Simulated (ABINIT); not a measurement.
Crystal: Au.

```
Au
1.0
     0.00000    2.03500    2.03500
     2.03500    0.00000    2.03500
     2.03500    2.03500    0.00000
Au
1
Direct
  0.00000 0.00000 0.00000
```

Base run:

- Program: ABINIT 10.8.3 (patched build)
- Functional: SOGGA
- Potentials or basis: JTH PAW PBE v2.0
- Cutoff: 680 eV
- k mesh: 11 × 11 × 11
- Occupations: fermi-dirac, width 0.05 eV
- Spin: no spin polarisation

Its results: band gap on the k mesh none (metal or under the smearing width); pressure -0.5 GPa.

Problem. After a change of settings the same cell gave: band gap on the k mesh none (metal or under the smearing width); pressure -15.4 GPa. Which change was it?
A. functional from SOGGA to PBE; k mesh from 11 × 11 × 11 to 14 × 14 × 14
B. functional from SOGGA to PBEsol; k mesh from 11 × 11 × 11 to 14 × 14 × 14
C. functional from SOGGA to HLE16; potentials or basis from JTH PAW PBE v2.0 to PseudoDojo NC SR PBE v0.4.1 standard; cutoff from 680 eV to 1034 eV; valence electrons from 11 to 19
D. functional from SOGGA to PBE; potentials or basis from JTH PAW PBE v2.0 to PseudoDojo NC SR PBE v0.5 standard; cutoff from 680 eV to 1034 eV; valence electrons from 11 to 19

Solution. C.

Caveats: spin-orbit coupling is left out, which moves the levels of the heavy elements; the PAW data sets were made with another functional, which shifts forces and pressure a little (some runs); the potentials were made for a functional far from this one (some runs); so large a pressure means that the cell lies far from this level's equilibrium, or that cutoff or potentials fall short (some runs); the potentials were made for another functional, which shifts forces and pressure (some runs).
